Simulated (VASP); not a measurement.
Crystal: Sr.

```
CELL_PARAMETERS angstrom
4.31000 0.00000 0.00000
-2.15500 3.73257 0.00000
0.00000 0.00000 7.05000
ATOMIC_POSITIONS crystal
Sr 0.33333 0.66667 0.25000
Sr 0.66667 0.33333 0.75000
```

This isn't the form of Sr at room conditions, which is fcc.

Base run:

| Property | Result |
| --- | --- |
| Program | VASP 6.6.1 |
| Functional | PBEsol |
| Potentials or basis | VASP PAW PBE potentials, release 64 (Sr_sv) |
| Cutoff | 520 eV |
| k mesh | 9 × 9 × 5 |
| Occupations | fermi-dirac, width 0.03 eV |
| Spin | no spin polarisation |

Its results: band gap on the k mesh none (metal or under the smearing width); pressure -0.8 GPa.

The run is repeated on the same cell with these changes: functional from PBEsol to PBE; further incar settings from ALGO = Fast; EDIFF = 1e-06; NBANDS = 17 to ALGO = Normal; EDIFF = 1e-06; NBANDS = 17. What comes out?

Band gap on the k mesh none (metal or under the smearing width); pressure -0.2 GPa.

Caveats: the PAW data sets were made with another functional, which shifts forces and pressure a little (some runs).
